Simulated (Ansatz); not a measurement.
Input and command of a plane-wave DFT calculation in Ansatz:

```yaml
crystal:
  lattice:
    - [4.7499252117, 0.0, -0.0011203416]
    - [0.0, 4.8248619155, 0.0]
    - [-0.8527789126, 0.0, 4.9046794143]
  atoms:
    - { symbol: Ti, position: [0.2781341284, 0.4453203122, 0.7142037375] }
    - { symbol: Ti, position: [0.7218658716, 0.9453203122, 0.7857962625] }
    - { symbol: Ti, position: [0.7218658716, 0.5546796878, 0.2857962625] }
    - { symbol: Ti, position: [0.2781341284, 0.0546796878, 0.2142037375] }
    - { symbol: O, position: [0.4439419289, 0.741599603, 0.967468344] }
    - { symbol: O, position: [0.5560580711, 0.241599603, 0.532531656] }
    - { symbol: O, position: [0.5560580711, 0.258400397, 0.032531656] }
    - { symbol: O, position: [0.4439419289, 0.758400397, 0.467468344] }
    - { symbol: O, position: [0.0648132888, 0.3259162123, 0.3480055227] }
    - { symbol: O, position: [0.9351867112, 0.8259162123, 0.1519944773] }
    - { symbol: O, position: [0.9351867112, 0.6740837877, 0.6519944773] }
    - { symbol: O, position: [0.0648132888, 0.1740837877, 0.8480055227] }
basis:
  ecutwfc: 420
kpoints:
  mp_grid: { grid: [6, 6, 6] }
hamiltonian:
  xc: pbe
scf:
  occupations: { method: gaussian, width: 0.02 }
output:
  forces: true
  stress: true
  eigenvalues: true
relax:
  adjacent_minimum: "off"
  f_tol: 0.01
  max_steps: 30
  cell: { stress_tol: 0.1, fix: [volume] }
```

```bash
ansatz run input.yaml --threads 2 --pin off --max-ram 5120MiB --backend cpu --events-out ev --progress --plain --runs-dir out
```

Processor: Arm Neoverse V2, 2 threads, on a host shared with other jobs.

Task: How long does it run, and how much memory does it take?

Result: About 2.1 min on 2 threads of Arm Neoverse V2, on a shared host, peak memory 0.68 GiB. It solves 60 bands at 80 k points (the mesh reduced by the symmetry that the task leaves, which can be less than the crystal's) with about 2209 plane waves, in 57 SCF iterations over 9 ionic steps.
